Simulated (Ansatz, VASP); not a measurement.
**BC214 in two plane-wave programs**

Aim: how closely do two programs agree when they are given the same cell, functional and k mesh? The cell is taken from a series of runs on this material, whose earlier steps may have relaxed, scaled, displaced or heated it; both programs get it as it stands.

Program: Ansatz 0.2.0. Level of theory: plane waves, with VASP 6.6.1 beside it; single point at LDA. Results are calculated unless marked as measured.

## (1) Starting point

The cell holds 215 atoms: 214 C and 1 B. Cell: a = 10.595 Å, b = 10.595 Å, c = 10.595 Å, α = 90.0°, β = 90.0°, γ = 90.0°. It derives from C (C (Fd-3m)). Nearest the centre at fractional (0.375, 0.375, 0.375): B215 at 0.67 Å, C78 at 1.92 Å, C16 at 1.92 Å, C31 at 1.92 Å, C106 at 1.98 Å, C107 at 1.98 Å, C105 at 1.98 Å, C88 at 2.62 Å. The cell carries charge −1.

## (2) Ansatz: single point, LDA

Ansatz runs on its default PAW (the set named soft_2) files.

A single point gives forces, pressure and levels at one fixed geometry, so differences don't come from the geometry; what else differs is listed under the comparison.

input.yaml reads:

```yaml
crystal:
  lattice:
    - [10.5951881, 0.0, 0.0]
    - [0.0, 10.5951881, 0.0]
    - [0.0, 0.0, 10.5951881]
  atoms:
    - { symbol: C, position: [8.62261e-05, 0.00052877755, 0.00018423913] }
    - { symbol: C, position: [0.00076251755, 0.1675038106, 0.16716804059] }
    - { symbol: C, position: [0.16706425689, 0.00120701532, 0.16716955366] }
    - { symbol: C, position: [0.16706573601, 0.16750941102, 0.00086604269] }
    - { symbol: C, position: [0.08367551603, 0.08411774973, 0.08377818258] }
    - { symbol: C, position: [0.0845983586, 0.25127626127, 0.25093952184] }
    - { symbol: C, position: [0.25083054278, 0.08505058965, 0.25094119564] }
    - { symbol: C, position: [0.2508324055, 0.25127960189, 0.08471102451] }
    - { symbol: C, position: [0.00037892396, 0.00082035123, 0.33345078847] }
    - { symbol: C, position: [-0.00024790971, 0.16702245322, 0.50039596188] }
    - { symbol: C, position: [0.16657418128, 0.0001988461, 0.50039487531] }
    - { symbol: C, position: [0.16825451447, 0.16870333489, 0.33467075245] }
    - { symbol: C, position: [0.08403266782, 0.08447887353, 0.41711698103] }
    - { symbol: C, position: [0.08224435356, 0.25035014805, 0.58431882321] }
    - { symbol: C, position: [0.24990044387, 0.08269027883, 0.58431647337] }
    - { symbol: C, position: [0.25128517033, 0.25172767111, 0.42255144193] }
    - { symbol: C, position: [-0.00026854373, 0.00017717858, 0.66681795647] }
    - { symbol: C, position: [-5.266126e-05, 0.16697748848, 0.83368562912] }
    - { symbol: C, position: [0.16653269855, 0.00039405391, 0.83368901641] }
    - { symbol: C, position: [0.16629109019, 0.16673676871, 0.66715447126] }
    - { symbol: C, position: [0.08310389003, 0.08354969851, 0.75036408872] }
    - { symbol: C, position: [0.08350859255, 0.25045465548, 0.91717854027] }
    - { symbol: C, position: [0.25001244138, 0.08395317325, 0.91718269329] }
    - { symbol: C, position: [0.24980778452, 0.25024947017, 0.7499799593] }
    - { symbol: C, position: [0.00038158095, 0.33378964623, 0.00047723789] }
    - { symbol: C, position: [-0.00024705102, 0.50074102071, 0.1666766757] }
    - { symbol: C, position: [0.16825621634, 0.33500859727, 0.16836276921] }
    - { symbol: C, position: [0.16657643527, 0.50073975642, -0.00015024113] }
    - { symbol: C, position: [0.08403575773, 0.41745933391, 0.0841356903] }
    - { symbol: C, position: [0.08224569947, 0.58466769225, 0.2500029749] }
    - { symbol: C, position: [0.25128251257, 0.42289903124, 0.25137806509] }
    - { symbol: C, position: [0.24990399248, 0.58466681247, 0.08233802126] }
    - { symbol: C, position: [0.00011600016, 0.33394085213, 0.3335981907] }
    - { symbol: C, position: [-0.00064954166, 0.5002465833, 0.49989973132] }
    - { symbol: C, position: [0.16526522024, 0.33341811034, 0.50205447748] }
    - { symbol: C, position: [0.16526221991, 0.50240071945, 0.33307216068] }
    - { symbol: C, position: [0.08307975625, 0.41722329616, 0.41687598675] }
    - { symbol: C, position: [0.08235018724, 0.58373311218, 0.58338876783] }
    - { symbol: C, position: [0.24809010145, 0.41744382288, 0.58376389533] }
    - { symbol: C, position: [0.2480888815, 0.58411130856, 0.41710102168] }
    - { symbol: C, position: [-0.00095626882, 0.333472339, 0.6672188243] }
    - { symbol: C, position: [-0.00073357645, 0.5002683899, 0.83345469315] }
    - { symbol: C, position: [0.16641609359, 0.33365433919, 0.83352292002] }
    - { symbol: C, position: [0.16489122604, 0.50006121306, 0.66774444319] }
    - { symbol: C, position: [0.08222605347, 0.41699403352, 0.75067476601] }
    - { symbol: C, position: [0.08288818552, 0.58375164941, 0.91654169489] }
    - { symbol: C, position: [0.24981250055, 0.41703458917, 0.91666818231] }
    - { symbol: C, position: [0.2492046453, 0.583449588, 0.74989422466] }
    - { symbol: C, position: [-0.00026875131, 0.66716573421, -0.00017200294] }
    - { symbol: C, position: [-5.33096e-05, 0.83403323239, 0.16663296546] }
    - { symbol: C, position: [0.16629246632, 0.66750423464, 0.16638828669] }
    - { symbol: C, position: [0.16653404429, 0.83403718301, 4.56774e-05] }
    - { symbol: C, position: [0.08310440368, 0.75071341962, 0.08320162307] }
    - { symbol: C, position: [0.08350623434, 0.91752332197, 0.25011462536] }
    - { symbol: C, position: [0.24980577675, 0.75033020415, 0.24990612315] }
    - { symbol: C, position: [0.2500125346, 0.91752820093, 0.0836098385] }
    - { symbol: C, position: [-0.00095639496, 0.6675682117, 0.33312747122] }
    - { symbol: C, position: [-0.00073493517, 0.83380218513, 0.49992703059] }
    - { symbol: C, position: [0.16489001102, 0.66809108001, 0.49971804355] }
    - { symbol: C, position: [0.16641365163, 0.83387105123, 0.33331344938] }
    - { symbol: C, position: [0.08222444177, 0.7510228021, 0.4166526797] }
    - { symbol: C, position: [0.08288739421, 0.91689085388, 0.58340633988] }
    - { symbol: C, position: [0.24920324909, 0.75024440903, 0.58310286252] }
[... 36 lines left out ...]
    - { symbol: C, position: [0.50196748247, 0.33341351777, 0.1653557532] }
    - { symbol: C, position: [0.49980401677, 0.50024476221, -0.00055765728] }
    - { symbol: C, position: [0.41678230084, 0.4172191405, 0.08317361383] }
    - { symbol: C, position: [0.41699952846, 0.58411550015, 0.24817600647] }
    - { symbol: C, position: [0.58368619566, 0.41743604971, 0.24816799682] }
    - { symbol: C, position: [0.58329271443, 0.58373377781, 0.0824411183] }
    - { symbol: B, position: [0.33817159088, 0.33861885444, 0.33825806133] }
    - { symbol: C, position: [0.32400797798, 0.50260331992, 0.50225823972] }
    - { symbol: C, position: [0.50215843807, 0.32443466181, 0.50224302101] }
    - { symbol: C, position: [0.50215089962, 0.50258152746, 0.32409443829] }
    - { symbol: C, position: [0.41440252595, 0.58068288422, 0.58033295373] }
    - { symbol: C, position: [0.58021242843, 0.41485992291, 0.58030784487] }
    - { symbol: C, position: [0.58021489429, 0.58066154298, 0.41451013935] }
    - { symbol: C, position: [0.33291463134, 0.33335236712, 0.66604081497] }
    - { symbol: C, position: [0.33293215654, 0.50011768347, 0.83289026486] }
    - { symbol: C, position: [0.49967150423, 0.33337791783, 0.8328887414] }
    - { symbol: C, position: [0.49829159182, 0.49874842814, 0.66450053934] }
    - { symbol: C, position: [0.41597336102, 0.41642074042, 0.74913747114] }
    - { symbol: C, position: [0.4162994261, 0.58353011559, 0.91604289266] }
    - { symbol: C, position: [0.58308770161, 0.41674236207, 0.91603984492] }
    - { symbol: C, position: [0.58214969512, 0.58259827115, 0.74850751236] }
    - { symbol: C, position: [0.33302756673, 0.66756938212, -0.00086154623] }
    - { symbol: C, position: [0.33321223137, 0.83387319886, 0.166514645] }
    - { symbol: C, position: [0.49961593172, 0.66809431963, 0.1649823397] }
    - { symbol: C, position: [0.49982459703, 0.83380743199, -0.00063706356] }
    - { symbol: C, position: [0.41655036686, 0.75102666525, 0.08231971465] }
    - { symbol: C, position: [0.41658937639, 0.91701742559, 0.24991521628] }
    - { symbol: C, position: [0.58299852644, 0.75023911857, 0.24930553281] }
    - { symbol: C, position: [0.58330467799, 0.91689171547, 0.08298886165] }
    - { symbol: C, position: [0.33291246114, 0.66639222535, 0.33300918296] }
    - { symbol: C, position: [0.33292989142, 0.83324126852, 0.4997730624] }
    - { symbol: C, position: [0.49829281745, 0.66485277591, 0.49840005853] }
    - { symbol: C, position: [0.49967135879, 0.83323902181, 0.33303434742] }
    - { symbol: C, position: [0.41597142965, 0.74949112335, 0.41607578964] }
    - { symbol: C, position: [0.41629750276, 0.91639370985, 0.58318362392] }
    - { symbol: C, position: [0.5821503362, 0.74885866408, 0.58225159668] }
    - { symbol: C, position: [0.58308732651, 0.91638905349, 0.41639843534] }
    - { symbol: C, position: [0.33248813034, 0.66642234227, 0.66607249637] }
    - { symbol: C, position: [0.33301519873, 0.83360513205, 0.8332567524] }
    - { symbol: C, position: [0.49946355682, 0.66643044122, 0.83240609182] }
    - { symbol: C, position: [0.49946258682, 0.83275604279, 0.66608412115] }
    - { symbol: C, position: [0.41600921701, 0.74980434313, 0.74945626725] }
    - { symbol: C, position: [0.41656930045, 0.91705798106, 0.91671119701] }
    - { symbol: C, position: [0.58297367726, 0.75000794988, 0.91591570286] }
    - { symbol: C, position: [0.5829742447, 0.91626397333, 0.7496605268] }
    - { symbol: C, position: [0.66672039302, 0.00017493594, -0.00017081248] }
    - { symbol: C, position: [0.66706630422, 0.16673220637, 0.16638965143] }
    - { symbol: C, position: [0.83359103366, 0.00038679119, 0.16663354841] }
    - { symbol: C, position: [0.83359289174, 0.16697422162, 4.263407e-05] }
    - { symbol: C, position: [0.75027051304, 0.08354450738, 0.08320157295] }
    - { symbol: C, position: [0.74989483743, 0.25024306894, 0.24990522482] }
    - { symbol: C, position: [0.91708173552, 0.08394547098, 0.25011547123] }
    - { symbol: C, position: [0.91708430392, 0.25045277511, 0.08360617229] }
    - { symbol: C, position: [0.66712634292, -0.00051578481, 0.3331276536] }
    - { symbol: C, position: [0.66765616406, 0.16532266152, 0.49971448753] }
    - { symbol: C, position: [0.8333634338, -0.00029557318, 0.49992776996] }
    - { symbol: C, position: [0.83343189292, 0.16685256909, 0.33331403145] }
    - { symbol: C, position: [0.75058631235, 0.08265976736, 0.41665290682] }
    - { symbol: C, position: [0.74979451563, 0.24965158401, 0.58309790028] }
    - { symbol: C, position: [0.91644542252, 0.08333379872, 0.58340633598] }
    - { symbol: C, position: [0.9165698815, 0.25025736056, 0.4166932446] }
    - { symbol: C, position: [0.66641475959, -0.00042704352, 0.66651141824] }
    - { symbol: C, position: [0.66660435848, 0.16664981219, 0.83324026803] }
    - { symbol: C, position: [0.83316719382, 0.00013240145, 0.83326292521] }
    - { symbol: C, position: [0.83314564705, 0.16665166909, 0.66670048577] }
    - { symbol: C, position: [0.74976040861, 0.08322065844, 0.74985523731] }
    - { symbol: C, position: [0.75017137931, 0.25012455709, 0.9163766763] }
    - { symbol: C, position: [0.91668949254, 0.08361446842, 0.91678351221] }
    - { symbol: C, position: [0.91628502063, 0.25012633418, 0.7502625245] }
    - { symbol: C, position: [0.66712883096, 0.33346914683, -0.00086538995] }
    - { symbol: C, position: [0.66765857813, 0.5000579052, 0.1649753208] }
    - { symbol: C, position: [0.83343187819, 0.33365245802, 0.16651171715] }
    - { symbol: C, position: [0.833364032, 0.5002688368, -0.00064286316] }
    - { symbol: C, position: [0.75058791913, 0.41699228448, 0.08231383357] }
    - { symbol: C, position: [0.74979464477, 0.58344605159, 0.24930338997] }
    - { symbol: C, position: [0.91656998271, 0.41703614439, 0.24991317154] }
    - { symbol: C, position: [0.91644504043, 0.58375203044, 0.08298531023] }
    - { symbol: C, position: [0.66595681096, 0.33334716153, 0.33300670641] }
    - { symbol: C, position: [0.66440227577, 0.49874206142, 0.49839081486] }
    - { symbol: C, position: [0.83279379116, 0.33337952073, 0.49977060317] }
    - { symbol: C, position: [0.83279344944, 0.50011844451, 0.33303216597] }
    - { symbol: C, position: [0.74904365723, 0.41641911662, 0.41607233018] }
    - { symbol: C, position: [0.74840862532, 0.5825945557, 0.58224646681] }
    - { symbol: C, position: [0.91594728282, 0.41674384793, 0.58318198161] }
    - { symbol: C, position: [0.91594713019, 0.58353081511, 0.41639779424] }
    - { symbol: C, position: [0.66596428401, 0.33294292953, 0.66606059183] }
    - { symbol: C, position: [0.66598359272, 0.49990897043, 0.83240261716] }
    - { symbol: C, position: [0.83315691652, 0.33346017494, 0.83324751145] }
    - { symbol: C, position: [0.83230884306, 0.49990896775, 0.66607871002] }
    - { symbol: C, position: [0.7493527431, 0.41645693449, 0.74944661846] }
    - { symbol: C, position: [0.74956308069, 0.58341825102, 0.91591251443] }
    - { symbol: C, position: [0.91661126085, 0.41701327808, 0.9167026513] }
    - { symbol: C, position: [0.91581959242, 0.58341718681, 0.74965724043] }
    - { symbol: C, position: [0.66641371056, 0.66685801988, -0.00077417681] }
    - { symbol: C, position: [0.66660207542, 0.83359014759, 0.1663053797] }
    - { symbol: C, position: [0.83314533876, 0.6670491348, 0.16630374868] }
    - { symbol: C, position: [0.83316589421, 0.83361115902, -0.00021464232] }
    - { symbol: C, position: [0.74975787056, 0.75020436745, 0.0828739551] }
    - { symbol: C, position: [0.7501686577, 0.91672439052, 0.24978290561] }
    - { symbol: C, position: [0.91628432944, 0.75061151694, 0.24978155638] }
    - { symbol: C, position: [0.91668780638, 0.91712993117, 0.08327063003] }
    - { symbol: C, position: [0.66596361496, 0.66641092714, 0.33259375023] }
    - { symbol: C, position: [0.66598507648, 0.83275261251, 0.49956499718] }
    - { symbol: C, position: [0.83230853557, 0.66642739815, 0.49956410433] }
    - { symbol: C, position: [0.83315602763, 0.83359610908, 0.33311808537] }
    - { symbol: C, position: [0.74935304047, 0.74979569918, 0.41611247081] }
    - { symbol: C, position: [0.74956443107, 0.91626044529, 0.58307425104] }
    - { symbol: C, position: [0.91581959143, 0.75000387779, 0.58307375862] }
    - { symbol: C, position: [0.91660973447, 0.91704860309, 0.41667411183] }
    - { symbol: C, position: [0.66562268475, 0.66606819283, 0.66572050718] }
    - { symbol: C, position: [0.66630920127, 0.83318430991, 0.83283663228] }
    - { symbol: C, position: [0.83274166254, 0.66675324554, 0.83283539904] }
    - { symbol: C, position: [0.83274228308, 0.83318371955, 0.66640766415] }
    - { symbol: C, position: [0.7492644216, 0.7497074783, 0.74935955223] }
    - { symbol: C, position: [0.7497953444, 0.91673769525, 0.91638999834] }
    - { symbol: C, position: [0.91629325372, 0.7502413483, 0.91638987087] }
    - { symbol: C, position: [0.91629474091, 0.91673885185, 0.7498929149] }
  host:
    repeats: [3, 3, 3]
    atoms:
      - { symbol: C, position: [0.0, 0.0, 0.0] }
      - { symbol: C, position: [0.0, 0.5, 0.5] }
      # ... 6 more atoms of the perfect host
total_charge: -1
basis:
  ecutwfc: 420
  xc_grid: 2
hamiltonian:
  xc: lda
kpoints:
  mp_grid: { grid: [1, 1, 1] }
magnetization:
  spin_polarized: true
  initial_magnetization: 2
  spin_locking: { lock_magnetization: hard }
scf:
  occupations: { method: fermi_dirac, width: 0.01 }
  max_iter: 60
  n_extra_bands: 16
  lower_state_search: "off"
output:
  forces: true
checkpoint:
  read: "../exc.ground.qm1_M2.run"
  write: "../exc0_qm1_M2.ground.lm0.6.run"
  compress: false
  write_wavefunctions: false
  write_every: 100000
```

The run is started by

```console
ansatz run input.yaml --threads 12 --pin off --max-ram 56524MiB --backend cuda --events-out ev --progress --plain --runs-dir out --max-vram 78GiB
```

The program printed:

```text
Warning: at least one further symmetry operation maps every atom of the structure, as the run holds it, onto an atom to within 2.09e-5 (fractional), and is not used: no operation is sought that the at [...]
Warning: the band count 447 (scf.n_extra_bands) hosts the net moment |M| = 2.0000 μB (N_el = 860) but caps the reachable moment at 2·n_bands − N_el = 34.0000 μB, below the 646 bands that the automatic [...]
Warning: checkpoint.read: the run can stay near the saved state's solution: 215 site(s) moved relative to the saved geometry (max |Δs| = 3.343e-3 fractional); the SCF starts from the saved state under [...]
[...]
Engine: ansatz 0.2.0, aarch64-unknown-linux-gnu
[...]
Pseudopotential: C, paw, valence charge 4, recommended cutoff 420 eV (normal), C.paw.azcp
Pseudopotential: B, paw, valence charge 3, recommended cutoff 420 eV (normal), B.paw.azcp
Functional definition: SPW92
[...]
Crystal: 215 atoms, lattice volume = 1189.395 Å³
Basis set: ecut = 420 eV, 23127 PW (Γ), exchange–correlation on 144×144×144 points (8 copies of the dense FFT grid, shifted against one another)
Bands: 447, of which v1, the nominal top of the filled ones, is band 430 counted from 1 (429 counted from 0)
[...]
Space group: P1 (ITA 1), of the structure as read, at distance tolerance 1.1e-4 Å
[...]
k-points: 1
[...]
Functional: x = slater, c = lda
[...]
SCF 1 converged in 6 iterations: F = -52128.078529 eV  dr2 = 5.85e-8
[...]
SCF converged after 6 iterations
[...]
```

[end of part 1 of 2]

[Lines on the potential files, build, host, timing and source positions are cut from VASP's logs without a mark.]

[Logs are printed without paths, hosts, clocks, repeated set-up lines and the standing remarks that a program may print on its own settings, such as how far it seeks lower states.]

[Hosts, paths, dates, database ids (printed as entryN), source tags and the programs' standing remarks are cut or masked in the printed files.]
